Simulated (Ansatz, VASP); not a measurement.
**ZnO in VASP and in Ansatz**

The input INCAR:

```
SYSTEM = ZnO
ALGO     = Normal         ! electronic algorithm
EDIFF    = 1E-6           ! SCF threshold, eV
ENCUT    = 520            ! plane-wave cutoff, eV
GGA      = RE             ! functional
ISIF     = 2              ! what is computed and relaxed
ISMEAR   = 0              ! smearing method
LASPH    = .True.         ! aspherical terms in the spheres
LCHARG   = .True.         ! write CHGCAR
LELF     = .True.         ! ELF
LREAL    = .False.        ! projectors in reciprocal space
LVHAR    = .True.       
LWAVE    = .False.        ! write WAVECAR
NBANDS   = 66             ! bands
NELM     = 80             ! most SCF steps
PREC     = Accurate       ! precision mode
SIGMA    = 0.01           ! smearing width, eV
```

The input KPOINTS:

```
k-points
0
Gamma
  3 3 3
  0 0 0
```

The input POSCAR:

```
ZnO
1.0
    0.0000000000      0.0000000000      5.2932332175
    4.9190861938      2.8400357381      0.0000000000
   -4.9190861938      2.8400357382      0.0000000000
Zn O
6 6
Direct
    0.5006044103      0.3333333333      1.0000000000
    0.5006044103      0.6666666667      0.6666666667
    0.5006044103      0.0000000000      0.3333333333
    0.0006044103      0.3333333333      0.3333333333
    0.0006044103      0.6666666667      1.0000000000
    0.0006044103      0.0000000000      0.6666666667
    0.8797055897      0.3333333333      1.0000000000
    0.8797055897      0.6666666667      0.6666666667
    0.8797055897      0.0000000000      0.3333333333
    0.3797055897      0.3333333333      0.3333333333
    0.3797055897      0.6666666667      1.0000000000
    0.3797055897      0.0000000000      0.6666666667
```

Input for Ansatz:

```yaml
crystal:
  lattice:
    - [0.0, 0.0, 5.2932332175]
    - [4.9190861938, 2.8400357381, 0.0]
    - [-4.9190861938, 2.8400357382, 0.0]
  atoms:
    - { symbol: Zn, position: [0.5006044103, 0.3333333333, 1.0] }
    - { symbol: Zn, position: [0.5006044103, 0.6666666667, 0.6666666667] }
    - { symbol: Zn, position: [0.5006044103, 0.0, 0.3333333333] }
    - { symbol: Zn, position: [0.0006044103, 0.3333333333, 0.3333333333] }
    - { symbol: Zn, position: [0.0006044103, 0.6666666667, 1.0] }
    - { symbol: Zn, position: [0.0006044103, 0.0, 0.6666666667] }
    - { symbol: O, position: [0.8797055897, 0.3333333333, 1.0] }
    - { symbol: O, position: [0.8797055897, 0.6666666667, 0.6666666667] }
    - { symbol: O, position: [0.8797055897, 0.0, 0.3333333333] }
    - { symbol: O, position: [0.3797055897, 0.3333333333, 0.3333333333] }
    - { symbol: O, position: [0.3797055897, 0.6666666667, 1.0] }
    - { symbol: O, position: [0.3797055897, 0.0, 0.6666666667] }
basis:
  xc_grid: 2
kpoints:
  mp_grid: { grid: [3, 3, 3], shift: [0.0, 0.0, 0.0] }
hamiltonian:
  xc: revpbe
scf:
  occupations: { method: gaussian, width: 0.01 }
  convergence: { dr2_threshold: 1.0e-08 }
output:
  forces: true
  eigenvalues: true
  stress: true
```

The cell is a database's computed one.

Alike in both runs: task single point; functional revPBE; k mesh 3 × 3 × 3; occupations gaussian, width 0.01 eV; no spin polarisation.

|  | VASP | Ansatz |
| --- | --- | --- |
| version | VASP 6.6.1 | Ansatz 0.2.0 |
| potentials or method | VASP PAW PBE potentials, release 64 (Zn, O) | scalar-relativistic, plane waves, PAW |
| plane-wave cutoff (eV) | 520 | 420 |
| valence electrons in the cell | 108 | 108 |

```tsv
	VASP	Ansatz	Ansatz less VASP
gap on the k mesh at the Fermi level (eV)	0.80	0.82	+0.023
pressure (GPa)	4.3	3.2	-1.11
largest component of the traceless stress (GPa)	0.07	0.05	-0.024
```

The functional is the same, so the differences come from potentials, cutoffs and numerics. Ansatz warned: «stress_scf_threshold_loose».

Caveats: the k mesh is coarse (spacing up to 0.43 Å⁻¹), so the values aren't converged; the PAW data sets were made with another functional, which shifts forces and pressure a little (VASP). As with any semilocal functional, this revPBE gap is likely too small.
